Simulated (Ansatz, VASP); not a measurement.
**One calculation of Ru, two programs**

INCAR

```
SYSTEM = Ru
PREC     = Accurate       ! precision mode
ENCUT    = 520            ! plane-wave cutoff, eV
EDIFF    = 1E-7           ! SCF threshold, eV
ISMEAR   = -1             ! smearing method
SIGMA    = 0.05           ! smearing width, eV
LREAL    = .False.        ! projectors in reciprocal space
LASPH    = .True.         ! aspherical terms in the spheres
NELM     = 60             ! most SCF steps
ALGO     = Fast           ! electronic algorithm
ISIF     = 2              ! what is computed and relaxed
LWAVE    = .False.        ! write WAVECAR
LCHARG   = .False.        ! write CHGCAR
GGA      = PS             ! functional
NBANDS   = 21             ! bands
```

The input KPOINTS:

```
Automatic mesh
0
Gamma
  11 11 6
  0 0 0
```

File POSCAR:

```
Ru
1.0
    2.7588683749      0.0000000000      0.0000000000
   -1.3794341875      2.3892500984      0.0000000000
    0.0000000000      0.0000000000      4.3658801443
Ru
2
Direct
    0.6666666667      0.3333333333      0.7500000000
    0.3333333333      0.6666666667      0.2500000000
```

File input.yaml:

```yaml
crystal:
  lattice:
    - [2.7588683749, 0.0, 0.0]
    - [-1.3794341875, 2.3892500984, 0.0]
    - [0.0, 0.0, 4.3658801443]
  atoms:
    - { symbol: Ru, position: [0.6666666667, 0.3333333333, 0.75] }
    - { symbol: Ru, position: [0.3333333333, 0.6666666667, 0.25] }
kpoints:
  mp_grid: { grid: [11, 11, 6] }
scf:
  occupations: { method: fermi_dirac, width: 0.05 }
hamiltonian:
  xc: pbesol
  pseudopotentials: { kind: all_electron, lapw: { basis_error: 0.001 } }
output:
  forces: true
  stress: true
  eigenvalues: true
```

Change from the starting cell: volume scaled by 1.06.

Alike in both runs: task single point; functional PBEsol; k mesh 11 × 11 × 6; occupations fermi-dirac, width 0.05 eV; no spin polarisation.

|  | VASP | Ansatz |
| --- | --- | --- |
| version | VASP 6.6.1 | Ansatz 0.2.0 |
| potentials or method | VASP PAW PBE potentials, release 64 (Ru_pv) | all-electron LAPW, scalar-relativistic |
| plane-wave cutoff (eV) | 520 | see its input |

```csv
,VASP,Ansatz,Ansatz less VASP
gap on the k mesh at the Fermi level (eV),none,none,-
pressure (GPa),-22.3,-22.2,+0.11
largest component of the traceless stress (GPa),1.01,1.03,+0.016
```

A gap of «none» marks a metal or a gap that the smearing closes. Ansatz ran all-electron here, so the differences hold the error of VASP's frozen core and of both bases.

Caveats: so large a pressure means that the cell lies far from this level's equilibrium, or that cutoff or potentials fall short (VASP); the potentials were made for another functional, which shifts forces and pressure (VASP).
